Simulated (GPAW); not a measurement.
# InSe (P-6m2) in GPAW: further runs

The runs below take InSe through band structure, equation of state, with PBEsol.

All numbers are computed with GPAW 26.7.0; they aren't measurements. Logs are shortened: lines on timing, memory, paths and dates and some standing lists are left out, and cuts for length are marked. The log counts tension as positive stress, the text compression.

### Step 1. The structure

The structure is hexagonal, space group P-6m2 (No. 187). The conventional cell has a = 4.047 Å, b = 4.047 Å, c = 18.052 Å, α = 90.00°, β = 90.00°, γ = 120.00°. In (site symmetry 3m) is surrounded by 3 Se at 2.65 Å and 1 In at 2.79 Å. In (site symmetry 3m) is surrounded by 3 Se at 2.65 Å and 1 In at 2.79 Å. Se (site symmetry 3m) is surrounded by 3 In at 2.65 Å. Around Se (site symmetry 3m) lie 3 In at 2.65 Å.

Measurements of this composition are mostly on another form, of space group No. 160.

### Step 2. Band structure, PBEsol

run.py

```python
from ase import Atoms
from ase.dft.bandgap import bandgap
from ase.io import write
from ase.units import GPa
from gpaw import GPAW, PW, setup_paths

setup_paths.insert(0, '.')

atoms = Atoms(['In', 'In', 'In', 'In', 'Se', 'Se', 'Se', 'Se'],
              cell=[[4.0473293151, 0.0, 0.0],
                    [-2.0236646576, 3.5050900044, 0.0],
                    [0.0, 0.0, 18.05206491]],
              scaled_positions=[[0.3333333333, 0.6666666667, 0.07739049],
                                [0.3333333333, 0.6666666667, 0.92260951],
                                [0.0, 0.0, 0.42260632],
                                [0.0, 0.0, 0.57739368],
                                [0.3333333333, 0.6666666667, 0.35298428],
                                [0.3333333333, 0.6666666667, 0.64701572],
                                [0.6666666667, 0.3333333333, 0.14699993],
                                [0.6666666667, 0.3333333333, 0.85300007]],
              pbc=True)

calc = GPAW(mode=PW(600),
            xc='PBEsol',
            kpts={'size': (5, 5, 1), 'gamma': True},
            occupations={'name': 'fermi-dirac', 'width': 0.05},
            nbands=60,
            convergence={'density': 1e-05, 'energy': 1e-05},
            maxiter=150,
            txt='gpaw.txt')
atoms.calc = calc
energy = atoms.get_potential_energy()
forces = atoms.get_forces()
stress = atoms.get_stress()
calc.write('gs.gpw')
write('result.traj', atoms)
print(f'Energy: {energy:.6f} eV')
print('Forces (eV/A):')
print(forces.round(4))
print('Stress (GPa):', (stress / GPa).round(3))
print('Fermi level:', round(calc.get_fermi_level(), 4), 'eV')
print(f'Gap: {bandgap(calc)[0]:.4f} eV, direct: {bandgap(calc, direct=True)[0]:.4f} eV')

path = atoms.cell.bandpath('GMKGALHA,LM,KH', npoints=60, eps=1e-4)
bs_calc = calc.fixed_density(kpts=path, symmetry='off', nbands=101,
                             convergence={'bands': 'CBM+6.0', 'eigenstates': 1e-6}, txt='bands.txt')
bs = bs_calc.band_structure()
bs.write('bs.json')
print(f'Gap on the path: {bandgap(bs_calc)[0]:.4f} eV')
```

Potentials or basis: PAW data sets generated in the run's folder for this functional, pw.

Launch:

```console
$ gpaw-setup -f PBEsol In Se
$ OMP_NUM_THREADS=1 python run.py
```

gpaw.txt:

```text
__  _  _
 | _ |_)|_||  |
 |__||  | ||/\| - 26.7.0

Input parameters:
  mode=PW(ecut=600.0),
  convergence={'density': 1e-05, 'energy': 1e-05},
  kpts=MonkhorstPack(size=(5, 5, 1), gamma=True),
  maxiter=150,
  nbands=60,
  occupations=Occupations(name='fermi-dirac', width=0.05),
  xc=XC(name='PBEsol')

Diagonalizing LCAO Hamiltonian
Converting LCAO to pw mode

         In

             Se

         Se

       In

       In
         Se

             Se
         In

Atoms  # Å, Bohr magnetons
|   | symbol |         x |        y |         z |    initial magnetic moments |
|---|--------|-----------|----------|-----------|-----------------------------|
| 0 |     In | -0.000000 | 2.336727 |  1.397058 | ( 0.0000,  0.0000,  0.0000) |
| 1 |     In | -0.000000 | 2.336727 | 16.655007 | ( 0.0000,  0.0000,  0.0000) |
| 2 |     In |  0.000000 | 0.000000 |  7.628917 | ( 0.0000,  0.0000,  0.0000) |
| 3 |     In |  0.000000 | 0.000000 | 10.423148 | ( 0.0000,  0.0000,  0.0000) |
| 4 |     Se | -0.000000 | 2.336727 |  6.372095 | ( 0.0000,  0.0000,  0.0000) |
| 5 |     Se | -0.000000 | 2.336727 | 11.679970 | ( 0.0000,  0.0000,  0.0000) |
| 6 |     Se |  2.023665 | 1.168363 |  2.653652 | ( 0.0000,  0.0000,  0.0000) |
| 7 |     Se |  2.023665 | 1.168363 | 15.398413 | ( 0.0000,  0.0000,  0.0000) |

Unit cell  # Å
| periodic |         x |        y |         z |   lengths |     angles |
|----------|-----------|----------|-----------|-----------|------------|
|      yes |  4.047329 | 0.000000 |  0.000000 |  4.047329 |  90.000000 |
|      yes | -2.023665 | 3.505090 |  0.000000 |  4.047329 |  90.000000 |
|      yes |  0.000000 | 0.000000 | 18.052065 | 18.052065 | 120.000000 |

Number of symmetries: 12
Symmetry operations  # r_c * U_cc + t_c -> r_c
|    | kind |            matrix            |
|----|------|------------------------------|
|  0 |  σ   |  1, 1, 0,  0,-1, 0,  0, 0, 1 |
|  1 |  C2  |  1, 1, 0,  0,-1, 0,  0, 0,-1 |
|  2 |  E   |  1, 0, 0,  0, 1, 0,  0, 0, 1 |
|  3 |  σ   |  1, 0, 0,  0, 1, 0,  0, 0,-1 |
|  4 |  C3  |  0, 1, 0, -1,-1, 0,  0, 0, 1 |
|  5 |  S3  |  0, 1, 0, -1,-1, 0,  0, 0,-1 |
|  6 |  σ   |  0,-1, 0, -1, 0, 0,  0, 0, 1 |
|  7 |  C2  |  0,-1, 0, -1, 0, 0,  0, 0,-1 |
|  8 |  σ   | -1, 0, 0,  1, 1, 0,  0, 0, 1 |
|  9 |  C2  | -1, 0, 0,  1, 1, 0,  0, 0,-1 |
| 10 |  C3  | -1,-1, 0,  1, 0, 0,  0, 0, 1 |
| 11 |  S3  | -1,-1, 0,  1, 0, 0,  0, 0,-1 |

BZ-sampling:
  Number of BZ points: 25
  Number of IBZ points: 5

  Monkhorst-Pack size: [5, 5, 1]
  Monkhorst-Pack shift: [0, 0, 0]

K-points  # in reciprocal-cell coordinates
|   |                                coordinates |     weight |
|---|--------------------------------------------|------------|
| 0 | (  0.00000000,   0.00000000,   0.00000000) | 0.04000000 |
| 1 | (  0.20000000,   0.00000000,   0.00000000) | 0.24000000 |
| 2 | (  0.40000000,  -0.20000000,   0.00000000) | 0.24000000 |
| 3 | (  0.40000000,   0.00000000,   0.00000000) | 0.24000000 |
| 4 | (  0.40000000,   0.40000000,   0.00000000) | 0.24000000 |

Plane wave coefficients: 8578
Cutoff: 600.0 eV

Spin-components: 1 (collinear spins)
Bands:           60
Projectors:      44
Spin-degeneracy: 2
Datatype:        complex128

Parallelization:
  kpt:    1
  domain: 1
  band:   1

Density:
  Valence electrons: 76.0
  Components: 1
  Grid points: [ 24  24 105]
  Charge: 0.0  # |e|

Potential:
  Grid points: [ 24  24 105]

species:
  In:
    name:    Indium
    Z:       49.0
    valence: 13
    core:    36
    charge:  0.0  # [|e|]
    compensation charges:
      type: gauss
      rc: 0.36  # [Å]
      lmax: 2
    cutoffs:
      filter: 2.09  # [Å]
      core: 2.48  # [Å]
    projectors
    | kind |    occ | energy [eV] | rcut [Å] |
    |------|--------|-------------|----------|
    |   5s |  2.000 |      -8.248 |    1.185 |
    |   5p |  1.000 |      -2.521 |    1.244 |
    |   4d | 10.000 |     -18.596 |    1.148 |
    |    s |        |      18.964 |    1.185 |
    |    p |        |      24.691 |    1.244 |
    |    d |        |       8.615 |    1.148 |

    Using partial waves for In as LCAO basis

  Se:
    name:    Selenium
    Z:       34.0
    valence: 6
    core:    28
    charge:  0.0  # [|e|]
    compensation charges:
      type: gauss
      rc: 0.27  # [Å]
      lmax: 2
    cutoffs:
      filter: 1.77  # [Å]
      core: 2.67  # [Å]
    projectors
    | kind |    occ | energy [eV] | rcut [Å] |
    |------|--------|-------------|----------|
    |   4s |  2.000 |     -17.281 |    0.847 |
    |   4p |  4.000 |      -6.511 |    1.005 |
    |    s |        |       9.930 |    0.847 |
    |    p |        |      20.700 |    1.005 |
    |    d |        |       0.000 |    0.847 |

    Using partial waves for Se as LCAO basis

Reference energy: -903843.763311  # eV

eigensolver:
  PPCG
  Converge bands: occupied
  niter=2

density mixing:
  MSR1-Mixer
  Pratt-step length: 0.05
  Maximum mixing coefficient: 0.75
  Old densities: 10
  SVD Regularization: 0.005
  Good broyden scale: 1.0
  Trust region scale: 1.0
  Backstep threshold: 4.0
  History deletion threshold: 6.0
  Fourier metric: weight=20.0, sigma=0.015

occupation numbers:
  Fermi-Dirac:
    width: 0.0500  # eV

poisson solver:
  ecut: 4800.0  # eV

xc functional:
  name: PBEsol with 2 nearest neighbor stencil

convergence criteria:
- Maximum integral of absolute [dens]ity change: 1e-05 electrons / valence electron
- Maximum [total energy] change in last 3 cyles: 1e-05 eV / valence electron
- Maximum integral of absolute [eigenst]ate change: 4e-08 eV^2 / valence electron
maximum number of iterations: 150

SCF iterations
|iter     | |      energy | eigst |  dens |
|---------|-|-------------|-------|-------|
|iter:   1| |  -32.683129 | +0.06 |       |
|iter:   2| |  -32.551762 | -1.79 | -1.23 |
|iter:   3| |  -32.185123 | -1.90 | -1.29 |
|iter:   4| |  -32.005415 | -2.56 | -1.55 |
|iter:   5| |  -31.990676 | -3.38 | -2.00 |
|iter:   6| |  -31.990715 | -4.40 | -2.69 |
|iter:   7| |  -31.990799c| -5.11 | -3.24 |
|iter:   8| |  -31.990702c| -5.70 | -3.39 |
|iter:   9| |  -31.990705c| -6.76 | -4.04 |
|iter:  10| |  -31.990705c| -7.67c| -4.65 |
|iter:  11| |  -31.990705c| -8.04c| -5.40c|

Converged in 11 steps
Energy contributions relative to reference atoms: (reference = -903843.763311)

Energy contributions:
  Kinetic:          73.914443
  Coulomb:         -71.216402
  Zero:              0.504500
  External:          0.000000
  Xc:              -35.193190
  Entropy:          -0.000113
  Spinorbit:         0.000000
  ----------------------------
  Free energy:     -31.990762
  Extrapolated:    -31.990705

dipole moment: (-17.546719, -21.347453, 0.000262)  # |e|*Ang

Fermi level: 3.766
Eigenvalues  # (at kpt = [0.000, 0.000, 0.000])
| band index |      eig [eV] | occ [0-2] |
|------------|---------------|-----------|
|          0 |       -10.940 |     2.000 |
|        ... |               |           |
|         30 |         2.416 |     2.000 |
|         31 |         2.416 |     2.000 |
|         32 |         2.448 |     2.000 |
|         33 |         2.448 |     2.000 |
|         34 |         2.479 |     2.000 |
|         35 |         2.497 |     2.000 |
[... 8 lines left out ...]
|         44 |         7.894 |     0.000 |
|         45 |         7.894 |     0.000 |
|        ... |               |           |
|         59 |        12.980 |     0.000 |

Gap: 0.632 eV
Transition (v -> c):
  (s=0, k=0, n=37, [0.00, 0.00, 0.00]) -> (s=0, k=0, n=38, [0.00, 0.00, 0.00])
No difference between direct/indirect transitions

Forces  # eV/Ang
|        x |        y |        z |
|----------|----------|----------|
| -0.00000 | -0.00000 | -0.08409 |  # In   0
|  0.00000 |  0.00000 |  0.08409 |  # In   1
|  0.00000 | -0.00000 |  0.08245 |  # In   2
| -0.00000 | -0.00000 | -0.08245 |  # In   3
| -0.00000 |  0.00000 |  0.00818 |  # Se   4
|  0.00000 |  0.00000 | -0.00818 |  # Se   5
|  0.00000 |  0.00000 | -0.00816 |  # Se   6
| -0.00000 |  0.00000 |  0.00816 |  # Se   7

Stress tensor  # eV/Ang^3
|        x |        y |        z |
|----------|----------|----------|
| 0.006476 | 0.000000 | 0.000000 |
| 0.000000 | 0.006476 | 0.000000 |
| 0.000000 | 0.000000 | 0.004672 |

# Writing to gs.gpw (mode='')
```

Run time: 14 min. Hardware: 1 thread of Intel Xeon Platinum 8375C at 2.90GHz (Ice Lake), shared host; peak memory 1.4 GiB.

Results:

| Quantity | Value |
| --- | --- |
| Free energy | -31.9908 eV |
| Pressure | -0.9 GPa |
| Largest force | 0.084 eV/Å |
| Band gap on the k mesh | 0.63 eV, direct |
| Band gap along the path | 0.63 eV, direct |

Forces on the atoms (eV/Å):
```
In   0.000  0.000 -0.084
In   0.000  0.000  0.084
In   0.000  0.000  0.082
In   0.000  0.000 -0.082
Se   0.000  0.000  0.008
Se   0.000  0.000 -0.008
Se   0.000  0.000 -0.008
Se   0.000  0.000  0.008
```

Levels at the corners of the path, in eV from the valence-band top:
| point | band 35 | band 36 | band 37 | band 38 | band 39 | band 40 | band 41 | band 42 |
| --- | --- | --- | --- | --- | --- | --- | --- | --- |
| Γ | -0.97 | -0.95 | -0.95 | 0.00 | 0.63 | 1.43 | 2.12 | 2.17 |
| M | -1.94 | -1.88 | -1.46 | -1.34 | 1.64 | 1.67 | 1.88 | 1.89 |
| K | -1.79 | -1.76 | -1.56 | -1.52 | 2.08 | 2.10 | 2.62 | 2.66 |
| Γ | -0.97 | -0.95 | -0.95 | 0.00 | 0.63 | 1.43 | 2.12 | 2.17 |
| A | -0.97 | -0.97 | -0.57 | -0.56 | 1.12 | 1.13 | 2.15 | 2.16 |
| L | -1.92 | -1.91 | -1.40 | -1.36 | 1.56 | 1.64 | 1.88 | 2.02 |
| H | -1.87 | -1.77 | -1.56 | -1.47 | 2.05 | 2.10 | 2.62 | 2.69 |
| A | -0.97 | -0.97 | -0.57 | -0.56 | 1.12 | 1.13 | 2.15 | 2.16 |
| L | -1.92 | -1.91 | -1.40 | -1.36 | 1.56 | 1.64 | 1.88 | 2.02 |
| M | -1.94 | -1.88 | -1.46 | -1.34 | 1.64 | 1.67 | 1.88 | 1.89 |
| K | -1.79 | -1.76 | -1.56 | -1.52 | 2.08 | 2.10 | 2.62 | 2.66 |
| H | -1.87 | -1.77 | -1.56 | -1.47 | 2.05 | 2.10 | 2.62 | 2.69 |

Caveat: spin-orbit coupling is left out, which moves the levels of the heavy elements; this functional lacks dispersion, which binds the layers, so the pressure and a relaxed spacing across them are unreliable. A hybrid or GW would open this gap; PBEsol tends to underestimate it.

### Step 3. Equation of state, PBEsol

run.py

```python
from ase import Atoms
from ase.eos import EquationOfState
from ase.io import Trajectory
from ase.units import GPa
from gpaw import GPAW, PW, setup_paths

setup_paths.insert(0, '.')

atoms = Atoms(['In', 'In', 'In', 'In', 'Se', 'Se', 'Se', 'Se'],
              cell=[[4.0473293151, 0.0, 0.0],
                    [-2.0236646576, 3.5050900044, 0.0],
                    [0.0, 0.0, 18.05206491]],
              scaled_positions=[[0.3333333333, 0.6666666667, 0.07739049],
                                [0.3333333333, 0.6666666667, 0.92260951],
                                [0.0, 0.0, 0.42260632],
                                [0.0, 0.0, 0.57739368],
                                [0.3333333333, 0.6666666667, 0.35298428],
                                [0.3333333333, 0.6666666667, 0.64701572],
                                [0.6666666667, 0.3333333333, 0.14699993],
                                [0.6666666667, 0.3333333333, 0.85300007]],
              pbc=True)

traj = Trajectory('eos.traj', 'w')
volumes, energies = [], []
for x in [0.94, 0.96, 0.98, 1.0, 1.02, 1.04, 1.06]:
    a = atoms.copy()
    a.set_cell(atoms.cell * x**(1 / 3), scale_atoms=True)
    calc = GPAW(mode=PW(600),
                xc='PBEsol',
                kpts={'size': (5, 5, 1), 'gamma': True},
                occupations={'name': 'fermi-dirac', 'width': 0.05},
                nbands=60,
                convergence={'density': 1e-05, 'energy': 1e-05},
                maxiter=150,
                txt=f'eos-{x:.2f}.txt')
    a.calc = calc
    energies.append(a.get_potential_energy(force_consistent=True))
    volumes.append(a.get_volume())
    p = -a.get_stress()[:3].mean() / GPa
    calc.write(f'eos-{x:.2f}.gpw')
    traj.write(a)
    print(f'{x:.2f} {volumes[-1]:10.4f} A^3 {energies[-1]:14.6f} eV {p:9.3f} GPa', flush=True)

v0, e0, B = EquationOfState(volumes, energies, eos='birchmurnaghan').fit()
print(f'V0 = {v0:.4f} A^3, E0 = {e0:.6f} eV, B0 = {B / GPa:.2f} GPa')
```

Potentials or basis: PAW data sets generated in the run's folder for this functional, pw.

Launch:

```console
$ gpaw-setup -f PBEsol In Se
$ OMP_NUM_THREADS=1 python run.py
```

The program printed:

```text
__  _  _
 | _ |_)|_||  |
 |__||  | ||/\| - 26.7.0

Input parameters:
  mode=PW(ecut=600.0),
  convergence={'density': 1e-05, 'energy': 1e-05},
  kpts=MonkhorstPack(size=(5, 5, 1), gamma=True),
  maxiter=150,
  nbands=60,
  occupations=Occupations(name='fermi-dirac', width=0.05),
  xc=XC(name='PBEsol')

Diagonalizing LCAO Hamiltonian
Converting LCAO to pw mode

         In

             Se

         Se

       In

       InSe

             Se
         In

Atoms  # Å, Bohr magnetons
|   | symbol |         x |        y |         z |    initial magnetic moments |
|---|--------|-----------|----------|-----------|-----------------------------|
| 0 |     In | -0.000000 | 2.289025 |  1.368539 | ( 0.0000,  0.0000,  0.0000) |
| 1 |     In | -0.000000 | 2.289025 | 16.315013 | ( 0.0000,  0.0000,  0.0000) |
| 2 |     In |  0.000000 | 0.000000 |  7.473181 | ( 0.0000,  0.0000,  0.0000) |
| 3 |     In |  0.000000 | 0.000000 | 10.210371 | ( 0.0000,  0.0000,  0.0000) |
| 4 |     Se | -0.000000 | 2.289025 |  6.242016 | ( 0.0000,  0.0000,  0.0000) |
| 5 |     Se | -0.000000 | 2.289025 | 11.441536 | ( 0.0000,  0.0000,  0.0000) |
| 6 |     Se |  1.982354 | 1.144512 |  2.599481 | ( 0.0000,  0.0000,  0.0000) |
| 7 |     Se |  1.982354 | 1.144512 | 15.084071 | ( 0.0000,  0.0000,  0.0000) |

Unit cell  # Å
| periodic |         x |        y |         z |   lengths |     angles |
[... 129 lines left out ...]

occupation numbers:
  Fermi-Dirac:
    width: 0.0500  # eV

poisson solver:
  ecut: 4800.0  # eV

xc functional:
  name: PBEsol with 2 nearest neighbor stencil

convergence criteria:
- Maximum integral of absolute [dens]ity change: 1e-05 electrons / valence electron
- Maximum [total energy] change in last 3 cyles: 1e-05 eV / valence electron
- Maximum integral of absolute [eigenst]ate change: 4e-08 eV^2 / valence electron
maximum number of iterations: 150

SCF iterations
|iter     | |      energy | eigst |  dens |
|---------|-|-------------|-------|-------|
|iter:   1| |  -32.609561 | +0.10 |       |
|iter:   2| |  -32.504499 | -1.76 | -1.24 |
|iter:   3| |  -32.173923 | -1.84 | -1.29 |
|iter:   4| |  -31.967073 | -2.53 | -1.54 |
|iter:   5| |  -31.940747 | -3.27 | -1.94 |
|iter:   6| |  -31.941181 | -4.17 | -2.63 |
|iter:   7| |  -31.940548c| -4.68 | -2.95 |
|iter:   8| |  -31.940517c| -5.80 | -3.37 |
|iter:   9| |  -31.940519c| -6.63 | -4.06 |
|iter:  10| |  -31.940520c| -7.58c| -4.72 |
|iter:  11| |  -31.940520c| -7.97c| -5.32c|

Converged in 11 steps
Energy contributions relative to reference atoms: (reference = -903843.763311)

Energy contributions:
  Kinetic:          92.887445
  Coulomb:         -86.482673
  Zero:              0.496782
  External:          0.000000
  Xc:              -38.842060
  Entropy:          -0.000027
  Spinorbit:         0.000000
  ----------------------------
  Free energy:     -31.940533
  Extrapolated:    -31.940520

dipole moment: (-17.375150, -20.826384, 0.000257)  # |e|*Ang

Fermi level: 4.452
Eigenvalues  # (at kpt = [0.000, 0.000, 0.000])
| band index |      eig [eV] | occ [0-2] |
|------------|---------------|-----------|
|          0 |       -10.486 |     2.000 |
|        ... |               |           |
|         30 |         2.970 |     2.000 |
|         31 |         2.974 |     2.000 |
|         32 |         2.974 |     2.000 |
|         33 |         3.011 |     2.000 |
|         34 |         3.011 |     2.000 |
|         35 |         3.066 |     2.000 |
[... 8 lines left out ...]
|         44 |         8.589 |     0.000 |
|         45 |         8.589 |     0.000 |
|        ... |               |           |
|         59 |        13.699 |     0.000 |

Gap: 0.794 eV
Transition (v -> c):
  (s=0, k=0, n=37, [0.00, 0.00, 0.00]) -> (s=0, k=0, n=38, [0.00, 0.00, 0.00])
No difference between direct/indirect transitions

Stress tensor  # eV/Ang^3
|         x |         y |         z |
|-----------|-----------|-----------|
| -0.013303 | -0.000000 |  0.000000 |
| -0.000000 | -0.013303 |  0.000000 |
|  0.000000 |  0.000000 | -0.012742 |

# Writing to eos-0.94.gpw (mode='')
```

stdout:

```text
0.94   240.7257 A^3     -31.940533 eV     2.101 GPa
0.96   245.8475 A^3     -31.990236 eV     0.967 GPa
0.98   250.9693 A^3     -32.005726 eV    -0.043 GPa
1.00   256.0912 A^3     -31.990762 eV    -0.941 GPa
1.02   261.2130 A^3     -31.948675 eV    -1.739 GPa
1.04   266.3348 A^3     -31.882422 eV    -2.449 GPa
1.06   271.4566 A^3     -31.794834 eV    -3.079 GPa
V0 = 250.9107 A^3, E0 = -32.005731 eV, B0 = 46.69 GPa
```

eos-0.96.txt:

```text
SCF iterations
|iter     | |      energy | eigst |  dens |
|---------|-|-------------|-------|-------|
|iter:   1| |  -32.663754 | +0.10 |       |
|iter:   2| |  -32.552043 | -1.76 | -1.24 |
|iter:   3| |  -32.213485 | -1.86 | -1.29 |
|iter:   4| |  -32.013575 | -2.54 | -1.54 |
|iter:   5| |  -31.990268 | -3.29 | -1.96 |
[... 46 lines left out ...]
|        ... |               |           |
|         59 |        13.496 |     0.000 |

Gap: 0.736 eV
Transition (v -> c):
  (s=0, k=0, n=37, [0.00, 0.00, 0.00]) -> (s=0, k=0, n=38, [0.00, 0.00, 0.00])
No difference between direct/indirect transitions

Stress tensor  # eV/Ang^3
|         x |         y |         z |
|-----------|-----------|-----------|
| -0.005918 | -0.000000 |  0.000000 |
| -0.000000 | -0.005918 |  0.000000 |
|  0.000000 |  0.000000 | -0.006262 |

# Writing to eos-0.96.gpw (mode='')
```

Run time: 8.7 min. Hardware: 1 thread of Intel Xeon Platinum 8375C at 2.90GHz (Ice Lake), shared host; peak memory 0.6 GiB.

Results:

* Equilibrium volume: 31.36 Å³/atom
* Bulk modulus at fixed shape and positions: 47 GPa
* Pressure derivative of the bulk modulus: 4.7

Energy against volume, from the lowest point:
```csv
volume (Å³/atom),energy (meV/atom)
30.091,8.15
30.731,1.94
31.371,0.00
32.011,1.87
32.652,7.13
33.292,15.41
33.932,26.36
```

Caveat: the cell was scaled at fixed shape and fractional positions, which overstates the stiffness of a crystal with free parameters, most of all of layers and chains; this functional lacks dispersion, which binds the layers, so the pressure and a relaxed spacing across them are unreliable.
